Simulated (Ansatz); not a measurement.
# 2H-CrOS monolayer in a perpendicular field, part 4 of 4

Wanted: the out-of-plane response of the 2H-CrOS monolayer. A positive field points along +c.

Ansatz 0.2.0; plane-wave DFT, PBE-D3(BJ), Ansatz PAW (the session's first sound run).

So far, equivalent conductor thickness p/(ε₀AE) (Å): step 8 (response, atoms held, PBE D3(BJ)) 4.24; step 11 (LDA) 4.25; step 14 (PBE) 4.24; step 17 (r2SCAN) 4.20; step 21 (HSE06) 4.19.

## 22. The same run with other settings

This step: plane-wave DFT, PBE-D3(BJ), Ansatz PAW, but for the change named below (Ansatz 0.2.0).

A run with a changed input: it repeats the earlier run at 0.1 V/Å with scf.n_extra_bands to 16, hamiltonian.pseudopotentials to kind: paw_fr, magnetization to noncollinear: true, spin_orbit: true and scf.eigensolver.kind to davidson.

File input.yaml:

```yaml
crystal:
  lattice:
    - [2.8127745428, 0.0, 0.0]
    - [-1.4063872714, 2.4359342092, 0.0]
    - [0.0, 0.0, 20.6277875796]
  atoms:
    - { symbol: S, position: [0.3333333333, 0.6666666667, 0.4363046674] }
    - { symbol: Cr, position: [0.0, 0.0, 0.5118850613] }
    - { symbol: O, position: [0.3333333333, 0.6666666667, 0.5636953326] }
kpoints:
  mp_grid: { grid: [18, 18, 1] }
  band_path:
    path: [[0, 0, 0], [0.5, 0, 0], [0.33333333, 0.33333333, 0], [0, 0, 0]]
    npoints: 16
hamiltonian:
  xc: pbe
  dispersion: d3bj
  pseudopotentials: { kind: paw_fr }
scf:
  occupations: { method: fermi_dirac, width: 0.05 }
  convergence: { dr2_threshold: 1.0e-10 }
  n_extra_bands: 16
  eigensolver: { kind: davidson }
efield:
  axis: 3
  dipole_correction: true
  ramp_position: 0.97
  ramp_width: 0.06
  amplitude: 0.1
output:
  write_potential: true
  write_density: true
  volumetric_format: npy
magnetization:
  noncollinear: true
  spin_orbit: true
```

Launch:

```bash
$ ansatz run input.yaml --threads 2 --pin off --max-ram 3072MiB --backend cpu --events-out ev --progress --plain --runs-dir out
```

Numbers of over 12 decimals in the logs are rounded to 6 here.

The program printed:

```text
[...]
non-collinear run that drives no moment, with spin-orbit: no starting moment large enough to seed its density (crystal.atoms[].spin), no starting occupations that ask for one, no magnetisation constraint and no magnetic field, so the semilocal B_xc is pinned to zero
Crystal: 3 atoms, lattice volume = 141.336 Å³
Basis set: ecut = 420 eV, 2805 PW (Γ)
Bands: 42, of which v1, the nominal top of the filled ones, is band 26 counted from 1 (25 counted from 0)
Symmetry: 6 space group operations + 6 with time reversal
[...]
k-points: 37 of 324 (time reversal used)
Projection manifold: j_resolved (fully-relativistic pseudo-atomic orbitals)
[...]
SCF iter   1: F=—  HF=-4854.269677 eV  |F-HF|=—  |Δ(HF+E_count)|=         —  Δρ=1.41e-1  dr2=3.11e1  dr2_m=0.00e0 (ungated)  ethr=1.00e-1  |M|=0.00e0 ∫|m|=0.00e0 μB  |m|>n=0.0e0 m-floor=0.0e0 τ_xc=0.0e0  β_m=0.30  p=0.018 e·Å  D=2.31e-2 V/Å  ΔV_dip=-0.48 eV  dr2_dipole=2.17e-2  V_vac-E_F(+/−)=5.32/3.95 eV  ⟨swp⟩=7.4  Hψ=6092  notcnv=0
[...]
SCF iter   2: F=—  HF=-4856.326580 eV  |F-HF|=—  |Δ(HF+E_count)|=    2.06e0  Δρ=2.46e-1  dr2=1.12e2  dr2_m=0.00e0 (ungated)  ethr=1.00e-1  |M|=0.00e0 ∫|m|=0.00e0 μB  |m|>n=0.0e0 m-floor=0.0e0 τ_xc=0.0e0  β_m=0.39  p=-0.037 e·Å  D=-4.77e-2 V/Å  ΔV_dip=0.98 eV  dr2_dipole=1.68e-1  V_vac-E_F(+/−)=11.05/8.23 eV  ⟨swp⟩=3.9  Hψ=4193  notcnv=0  defer=16  recentre
[...]
spin=Noncollinear: LDOS preconditioning applied to the charge; magnetization (m_x, m_y, m_z) channels mix plain (no charge-response kernel on spin).
SCF iter   3: F=—  HF=-4850.474712 eV  |F-HF|=—  |Δ(HF+E_count)|=    5.85e0  Δρ=8.16e-2  dr2=1.11e1  dr2_m=0.00e0 (ungated)  ethr=1.00e-1  |M|=0.00e0 ∫|m|=0.00e0 μB  |m|>n=0.0e0 m-floor=0.0e0 τ_xc=0.0e0  β_m=0.68  p=-0.005 e·Å  D=-5.84e-3 V/Å  ΔV_dip=0.12 eV  dr2_dipole=8.35e-2  V_vac-E_F(+/−)=5.85/3.89 eV  ⟨swp⟩=3.9  Hψ=3735  notcnv=0  defer=20
[...]
SCF iter  16: F=-4848.746853 eV  HF=-4848.746853 eV  |F-HF|=8.19e-12  |Δ(HF+E_count)|=  8.19e-12  Δρ=1.39e-7  dr2=2.67e-11  dr2_m=0.00e0 (ungated)  ethr=1.25e-12  |M|=0.00e0 ∫|m|=0.00e0 μB  |m|>n=0.0e0 m-floor=0.0e0 τ_xc=0.0e0  p=-0.078 e·Å  D=-9.94e-2 V/Å  ΔV_dip=2.05 eV  dr2_dipole=3.00e-12  V_vac-E_F(+/−)=7.66/3.77 eV  ⟨swp⟩=3.0  Hψ=2622  notcnv=0  defer=2
SCF 1 converged in 16 iterations: F = -4848.746853 eV  dr2 = 2.67e-11
[...]
SCF converged after 16 iterations
Magnetization: |M| = 0.0000 μB,  M = (+0.0000, +0.0000, +0.0000) μB
Absolute magnetization: 0.0000 μB (∫|m|)
  site 0: m = (+0.0000, +0.0000, +0.0000) μB, |m| = 0.0000 μB  (R = 0.93 Å)
  site 1: m = (+0.0000, +0.0000, +0.0000) μB, |m| = 0.0000 μB  (R = 0.80 Å)
  site 2: m = (+0.0000, +0.0000, +0.0000) μB, |m| = 0.0000 μB  (R = 0.80 Å)
Free energy (F): -4848.746853 eV
[...]
Internal energy: -4848.745703 eV  (E = F + TS)
E sigma→0 (E₀):  -4848.746278 eV
Entropy (-TS):   -0.001150 eV (-0.383 meV/atom)
Fermi energy:    -1.299842 eV
Dipole field:    D = -0.099412 V/Å  (p = -0.077648 e·Å, saw-weighted, corrected)
Work function:   not extracted (applied field tilts the vacuum); planar V_es + V_field profile in the machine report
[...]
--- Band table (eV; the first three rows and the last of 37) ---
  k-point 0: bands = [... 22 lower, -3.1892, -3.1892, -1.4151, -1.4151, 0.1398, 0.1398, 0.1463, 0.1463, ... 12 higher]
  k-point 1: bands = [... 22 lower, -3.2477, -3.2417, -1.4587, -1.4547, 0.1078, 0.1241, 0.1601, 0.1701, ... 12 higher]
  k-point 2: bands = [... 22 lower, -3.3693, -3.3597, -1.6019, -1.5941, 0.0411, 0.0727, 0.1840, 0.2022, ... 12 higher]
  k-point 36: bands = [... 22 lower, -4.1425, -4.1333, -2.4851, -2.4205, -1.1591, -1.1553, 0.0989, 0.1156, ... 12 higher]
```

It took 57 s on 2 threads of Arm Neoverse V2, shared host; peak memory 0.85 GiB; 1.9 min of CPU time.

This step gave:

| Property | Result |
| --- | --- |
| energy at zero smearing | -4848.7463 eV |
| dipole along the normal | -0.07765 e·Å |
| gap along the path | 0.2560 eV |
| smallest direct gap along the path | 1.261 eV |
| gap, the smaller of path and mesh | 0.2560 eV |

Electronic bands along the path, in eV, zero at the Fermi level of the run, which the smearing sets inside the gap:

| point | band 23 | band 24 | band 25 | band 26 | band 27 | band 28 | band 29 | band 30 |
| --- | --- | --- | --- | --- | --- | --- | --- | --- |
| Γ | -1.89 | -1.89 | -0.12 | -0.12 | 1.44 | 1.44 | 1.45 | 1.45 |
| halfway | -2.32 | -2.31 | -1.03 | -1.02 | 0.75 | 0.78 | 1.19 | 1.20 |
| M | -2.10 | -2.10 | -1.21 | -1.21 | 0.62 | 0.62 | 0.67 | 0.67 |
| halfway | -2.85 | -2.82 | -1.11 | -1.07 | 0.35 | 0.37 | 1.09 | 1.14 |
| K | -2.84 | -2.83 | -1.19 | -1.12 | 0.14 | 0.14 | 1.40 | 1.42 |
| halfway | -2.71 | -2.68 | -1.10 | -1.06 | 0.61 | 0.62 | 1.02 | 1.04 |
| Γ | -1.89 | -1.89 | -0.12 | -0.12 | 1.44 | 1.44 | 1.45 | 1.45 |

| quantity | this run | earlier run | difference |
| --- | --- | --- | --- |
| dipole along the normal (e·Å) | -0.07765 | -0.07765 | 1.5e-6 |
| gap along the path (eV) | 0.2560 | 0.2586 | -0.0026 |
| smallest direct gap along the path (eV) | 1.261 | 1.296 | -0.035 |

What moves beyond 0.01 in its unit (for the dipole 0.5 % and 5e-5 e·Å): smallest direct gap along the path (-0.0347 eV).

## 23. The same run with other settings: efield.ramp_width = 0.04

This step: plane-wave DFT, PBE-D3(BJ), Ansatz PAW (Ansatz 0.2.0).

Another changed input: it repeats the earlier run at 0.1 V/Å with efield.ramp_width from 0.06 to 0.04.

input.yaml, the sections that differ from step 22:

```yaml
hamiltonian:
  xc: pbe
  dispersion: d3bj
scf:
  occupations: { method: fermi_dirac, width: 0.05 }
  convergence: { dr2_threshold: 1.0e-10 }
efield:
  axis: 3
  dipole_correction: true
  ramp_position: 0.97
  ramp_width: 0.04
  amplitude: 0.1
# crystal, kpoints, output: as in step 22
# magnetization: removed
```

The program printed:

```text
[...]
Crystal: 3 atoms, lattice volume = 141.336 Å³
Basis set: ecut = 420 eV, 2805 PW (Γ)
Bands: 17, of which v1, the nominal top of the filled ones, is band 13 counted from 1 (12 counted from 0)
Symmetry: 6 space group operations
[...]
k-points: 37 of 324 (time reversal used)
[...]
SCF iter   1: F=—  HF=-4854.184270 eV  |F-HF|=—  |Δ(HF+E_count)|=         —  Δρ=1.41e-1  dr2=3.10e1  ethr=3.10e-3  p=0.018 e·Å  D=2.31e-2 V/Å  ΔV_dip=-0.48 eV  dr2_dipole=2.14e-2  V_vac-E_F(+/−)=5.32/3.96 eV  ⟨swp⟩=10.5  Hψ=4614  notcnv=0
[...]
SCF iter  17: F=-4848.622424 eV  HF=-4848.622424 eV  |F-HF|=9.09e-13  |Δ(HF+E_count)|=  4.73e-11  Δρ=5.79e-8  dr2=7.17e-12  ethr=1.00e-12  p=-0.078 e·Å  D=-9.94e-2 V/Å  ΔV_dip=2.05 eV  dr2_dipole=2.83e-13  V_vac-E_F(+/−)=7.66/3.77 eV  ⟨swp⟩=4.0  Hψ=2059  notcnv=0
SCF 1 converged in 17 iterations: F = -4848.622424 eV  dr2 = 7.17e-12
[...]
SCF converged after 17 iterations
Free energy (F): -4848.622424 eV
[...]
Internal energy: -4848.621280 eV  (E = F + TS)
E sigma→0 (E₀):  -4848.621852 eV
Entropy (-TS):   -0.001144 eV (-0.381 meV/atom)
Fermi energy:    -1.259001 eV
Dipole field:    D = -0.099413 V/Å  (p = -0.077649 e·Å, saw-weighted, corrected)
Work function:   not extracted (applied field tilts the vacuum); planar V_es + V_field profile in the machine report
[...]
--- Band table (eV; the first three rows and the last of 37) ---
  k-point 0: bands = [... 9 lower, -4.9124, -3.1592, -3.1592, -1.3747, 0.1838, 0.1838, 1.3517, 1.3517]
  k-point 1: bands = [... 9 lower, -4.8517, -3.2559, -3.2061, -1.4162, 0.1576, 0.2050, 1.1254, 1.3066]
  k-point 2: bands = [... 9 lower, -4.7422, -3.5488, -3.3242, -1.5573, 0.0988, 0.2329, 0.6335, 1.2111]
  k-point 36: bands = [... 9 lower, -6.1029, -5.4999, -4.0966, -2.4121, -1.1160, 0.1487, 0.4327, 1.3137]
```

The job ended after 11 s (2 threads; peak memory 0.42 GiB; 21 s of CPU time).

This step gave:

```yaml
energy_at_zero_smearing: -4848.6219 eV
gap_along_the_path: 0.2586 eV
smallest_direct_gap_along_the_path: 1.296 eV
gap_the_smaller_of_path_and_mesh: 0.2586 eV
```

Electronic bands along the path, in eV, zero at the Fermi level of the run, which the smearing sets inside the gap:

| point | band 10 | band 11 | band 12 | band 13 | band 14 | band 15 | band 16 | band 17 |
| --- | --- | --- | --- | --- | --- | --- | --- | --- |
| Γ | -3.65 | -1.90 | -1.90 | -0.12 | 1.44 | 1.44 | 2.61 | 2.61 |
| halfway | -4.22 | -2.96 | -2.32 | -1.02 | 0.76 | 1.19 | 1.68 | 2.49 |
| M | -4.49 | -2.97 | -2.10 | -1.21 | 0.63 | 0.66 | 2.17 | 2.69 |
| halfway | -4.38 | -3.79 | -2.83 | -1.09 | 0.36 | 1.11 | 1.95 | 2.36 |
| K | -4.84 | -4.24 | -2.84 | -1.15 | 0.14 | 1.41 | 1.69 | 2.57 |
| halfway | -4.09 | -3.15 | -2.69 | -1.08 | 0.62 | 1.03 | 1.55 | 2.42 |
| Γ | -3.65 | -1.90 | -1.90 | -0.12 | 1.44 | 1.44 | 2.61 | 2.61 |

| quantity | this run | earlier run | difference |
| --- | --- | --- | --- |
| dipole along the normal (e·Å) | -0.07765 | -0.07765 | 8.1e-7 |
| gap along the path (eV) | 0.2586 | 0.2586 | 0 |
| smallest direct gap along the path (eV) | 1.296 | 1.296 | -1.0e-6 |

Nothing in the table moves by 0.01 in its unit (for the dipole 0.5 % and 5e-5 e·Å). The run took 17 SCF cycles against 16.

On this path the gap is indirect, 0.26 eV, with the valence top at Γ and the conduction bottom at K. The least direct gap is 1.30 eV.

## 24. Outcome

* gap without field: 0.266 eV
* ionisation energy, upper face: 7.06 eV
* electron affinity, upper face: 6.80 eV
* step between the vacuum levels: 2.47 eV
* equivalent conductor thickness, atoms held: 4.24 Å
* equivalent conductor thickness, LDA: 4.25 Å
* equivalent conductor thickness, PBE: 4.24 Å
* equivalent conductor thickness, r2SCAN: 4.20 Å
* equivalent conductor thickness, HSE06: 4.19 Å

What this shows: The induced dipole equals that of a perfect conductor 4.24 Å thick, while the outer atoms lie 2.63 Å apart; an out-of-plane ε follows only once a thickness t is chosen, by 1 − 1/ε = 4.24 Å / t. The two faces differ: the vacuum level above lies 2.47 eV higher than the one below. The gap goes from 0.27 eV to 0.23 eV at 0.5 V/Å. Across the functionals the thickness runs from 4.19 to 4.25 Å; those runs use a coarser k-mesh, so they are to be compared with each other. Semilocal functionals give gaps that are too small, and excitons are not included. The main runs have no spin polarisation; a magnetic state could lie lower and would change these results. Spin-orbit coupling enters in a check alone.

[Logs are printed without paths, hosts, clocks, repeated set-up lines and the standing remarks that a program may print on its own settings, such as how far it seeks lower states.]

[Hosts, paths, dates, database ids (printed as entryN), source tags and the programs' standing remarks are cut or masked in the printed files.]

[Maps of the electrostatic potential energy from Ansatz leave out the sawtooth potential of an applied field or a dipole correction, so their vacuum need not be flat; planar profiles and work functions include it.]
